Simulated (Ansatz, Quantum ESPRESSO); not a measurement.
This is a calculation of FeO for Quantum ESPRESSO 7.5. The cell comes from a database or a generator and needn't be the stable form of this composition.

The input pw.in:

```
&CONTROL
  calculation = 'scf'
  prefix = 'pwscf'
  outdir = './tmp'
  pseudo_dir = './pseudo'
  tprnfor = .true.
  tstress = .true.
  disk_io = 'nowf'
/
&SYSTEM
  ibrav = 0
  nat = 2
  ntyp = 2
  ecutwfc = 64
  ecutrho = 782
  nbnd = 21
  occupations = 'smearing'
  smearing = 'fd'
  degauss = 0.00367493
  nspin = 2
  starting_magnetization(1) = 0.1875
  starting_magnetization(2) = 0
/
&ELECTRONS
  conv_thr = 4d-10
  electron_maxstep = 120
  mixing_beta = 0.3
/
ATOMIC_SPECIES
Fe    55.8450 Fe.pbe-spn-kjpaw_psl.0.2.1.UPF
O     15.9990 O.pbe-n-kjpaw_psl.0.1.UPF
CELL_PARAMETERS angstrom
   2.6124696300    0.0000000000    0.0000000000
   0.0000000000    2.6124696300    0.0000000000
   0.0000000000    0.0000000000    2.6124696300
ATOMIC_POSITIONS crystal
Fe     0.0000000000    0.0000000000    0.0000000000
O      0.5000000000    0.5000000000    0.5000000000
K_POINTS automatic
10 10 10 0 0 0
```

Potentials or basis: SSSP 1.3 efficiency PBE.

Run with:

```bash
$ OMP_NUM_THREADS=1 pw.x -in pw.in > pw.out
```

Q: What does the same run look like in Ansatz 0.2.0? Potentials or basis there: Ansatz PAW, cutoff 420 eV.

A: As run (cutoffs and basis follow the program's own potentials, and thresholds, step limits or extra output files can differ):

The input input.yaml:

```yaml
crystal:
  lattice:
    - [2.61246963, 0.0, 0.0]
    - [0.0, 2.61246963, 0.0]
    - [0.0, 0.0, 2.61246963]
  atoms:
    - { symbol: Fe, position: [0.0, 0.0, 0.0], spin: 3.0 }
    - { symbol: O, position: [0.5, 0.5, 0.5] }
hamiltonian:
  xc: pbe
  pseudopotentials: { kind: paw }
magnetization:
  spin_polarized: true
kpoints:
  mp_grid: { grid: [10, 10, 10] }
scf:
  occupations: { method: fermi_dirac, width: 0.05 }
output:
  forces: true
  stress: true
  eigenvalues: true
  write_density: true
  write_potential: true
  elf: true
  volumetric_format: npy
```

Potentials or basis: Ansatz PAW.

Command:

```console
$ ansatz run input.yaml --threads 1 --pin off --max-ram 3584MiB --backend cpu --events-out ev --progress --plain --runs-dir out
```

Both were run:

|  | Quantum ESPRESSO | Ansatz |
| --- | --- | --- |
| Pressure | 8.1 GPa | 9.3 GPa |
| Net moment | 4.00 μB per cell | 4.00 μB per cell |
| Absolute moment | 4.00 μB per cell | 4.00 μB per cell |

Ansatz's pressure holds a Pulay term of +0.76 GPa for its cutoff of 420 eV, which the other run lacks.

Where Ansatz's input types no cutoff or centring, it takes its own default and a Γ-centred mesh.

The magnetic state is the one that the start led to; the real crystal's order can differ.

Pressure is positive in compression.
